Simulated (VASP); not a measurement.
A run of VASP 6.6.1 is set up as follows.

The input INCAR:

```
SYSTEM = TiAl
  ADDGRID = .FALSE.
  ALGO = Normal
  EDIFF = 1E-8
  ENCUT = 900
  GGA = PE
  ISIF = 2
  ISMEAR = -1
  LASPH = .TRUE.
  LCHARG = .FALSE.
  LREAL = .FALSE.
  LWAVE = .FALSE.
  NELM = 100
  PREC = Accurate
  SIGMA = 0.05
```

KPOINTS

```
k-points
0
G
  12 12 12
  0 0 0
```

File POSCAR:

```
TiAl
1.0
    3.1790640000      0.0000000000      0.0000000000
    0.0000000000      3.1790640000      0.0000000000
    0.0000000000      0.0000000000      3.1790640000
Ti Al
1 1
Direct
    0.0000000000      0.0000000000      0.0000000000
    0.5000000000      0.5000000000      0.5000000000
```

Potentials or basis: VASP PAW PBE potentials, release 64 (Ti_sv, Al).

Command:

```sh
$ cat potpaw_PBE.64/Ti_sv/POTCAR potpaw_PBE.64/Al/POTCAR > POTCAR
$ mpirun -np 1 vasp_std > vasp.out
```

Predict the pressure.

0.8 GPa.

Predict the band gap on the k mesh.

none (metal or under the smearing width).
